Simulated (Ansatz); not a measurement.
**Cubic perovskite LaAlO₃ (cubic high-temperature phase)**

Calculation: PBE (PAW; Ansatz, an electronic-structure program).

Settings: plane-wave cutoff 500 eV, 8×8×8 k mesh, gaussian smearing 0.02 eV, scalar-relativistic PAW data made under PBE.

Cell (relaxed at this level):

```
AlLaO3
1.0
    3.81247     0.00000     0.00000
    0.00000     3.81247     0.00000
    0.00000     0.00000     3.81247
La Al O
1 1 3
Direct
  0.00000   0.00000   0.00000
  0.50000   0.50000   0.50000
  0.50000   0.00000   0.50000
  0.00000   0.50000   0.50000
  0.50000   0.50000   0.00000
```

| Quantity | Result |
|---|---|
| band gap | 3.50 eV (on the SCF k mesh) |

Note: the relaxation could not lower the start's symmetry, so the cell can be a saddle point above a distorted one.

Spin–orbit coupling is not included.

It cost about 17 core-seconds (a rough figure) of CPU time.
